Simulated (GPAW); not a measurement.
Wanted: an ASE script for a GPAW 26.7.0 run.

| Property | Result |
| --- | --- |
| Task | single point |
| Functional | PBE |
| Potentials or basis | GPAW PAW data sets (gpaw-data 1.2.1) |
| Cutoff | 450 eV |
| Basis | pw |
| k mesh | 9 × 9 × 1 |
| Occupations | fermi-dirac, width 0.05 eV |
| Spin | no spin polarisation |
| Maxiter | 150 |
| Dipole layer | yes |

The system is Tl, a slab with vacuum.

```xyz
4
Lattice="3.5621 0.0000 0.0000 -1.7811 3.0849 0.0000 0.0000 0.0000 23.2404" Properties=species:S:1:pos:R:3 pbc="T T T"
Tl    1.7811    1.0283    7.5000
Tl    0.0000    2.0566   10.2785
Tl    1.7811    1.0283   12.9619
Tl    0.0000    2.0566   15.7404
```

The cell isn't the ideal one: the (0 0 1) slab of Tl, cut from the database cell, not relaxed.

These files were run (other wordings do the same):

run.py

```python
import numpy as np
from ase import Atoms
from ase.dft.bandgap import bandgap
from ase.io import write
from ase.units import Bohr
from gpaw import GPAW, PW
from gpaw.elf import elf_from_dft_calculation

atoms = Atoms(['Tl', 'Tl', 'Tl', 'Tl'],
              cell=[[3.5621036905, 0, 0.0],
                    [-1.7810518452, 3.0848722868, 0.0],
                    [0.0, 0.0, 23.2404167867]],
              scaled_positions=[[0.6666666667, 0.3333333333, 0.3227136617],
                                [0.3333333333, 0.6666666667, 0.4422677747],
                                [0.6666666667, 0.3333333333, 0.5577322253],
                                [0.3333333333, 0.6666666667, 0.6772863383]],
              pbc=True)
atoms.pbc = (True, True, False)

calc = GPAW(mode=PW(450),
            xc='PBE',
            kpts={'size': (9, 9, 1), 'gamma': True},
            occupations={'name': 'fermi-dirac', 'width': 0.05},
            nbands=41,
            convergence={'density': 1e-05, 'energy': 1e-05},
            maxiter=150,
            poissonsolver={'dipolelayer': 'xy'},
            txt='gpaw.txt')
atoms.calc = calc
energy = atoms.get_potential_energy()
forces = atoms.get_forces()
calc.write('gs.gpw')
write('result.traj', atoms)
print(f'Energy: {energy:.6f} eV')
print('Forces (eV/A):')
print(forces.round(4))
print('Fermi level:', round(calc.get_fermi_level(), 4), 'eV')
print(f'Gap: {bandgap(calc)[0]:.4f} eV, direct: {bandgap(calc, direct=True)[0]:.4f} eV')

v = calc.get_electrostatic_potential().mean(axis=(0, 1))
z = np.arange(len(v)) * atoms.cell[2, 2] / len(v)
ef = calc.get_fermi_level()
np.savetxt('planar.dat', np.c_[z, v], fmt='%.4f')
below, above = np.interp([1.5, atoms.cell[2, 2] - 1.5], z, v) - ef
print(f'Work functions: bottom {below:.4f} eV, top {above:.4f} eV')
print('Dipole moment:', *calc.get_dipole_moment().round(5), 'e A')

# fields on the real-space grid
write('density.cube', atoms, data=calc.get_pseudo_density() * Bohr**3)
write('potential.cube', atoms, data=calc.get_electrostatic_potential())
write('elf.cube', atoms, data=elf_from_dft_calculation(calc).data)
```

Potentials or basis: GPAW PAW data sets (gpaw-data 1.2.1), pw.

Run with:

```console
$ OMP_NUM_THREADS=1 python run.py
```

Results of the run:

```json
{
  "Largest force": "0.034 eV/Å",
  "Band gap on the k mesh": "none (metal or under the smearing width)",
  "Dipole across the slab": "0.00 e·Å",
  "Work function of the upper face": "3.44 eV",
  "Work function of the lower face": "3.44 eV"
}
```

Run time: 39 s on 1 thread of AMD EPYC 9R45 96-Core Processor (Zen 5), on a shared host, peak memory 0.24 GiB.
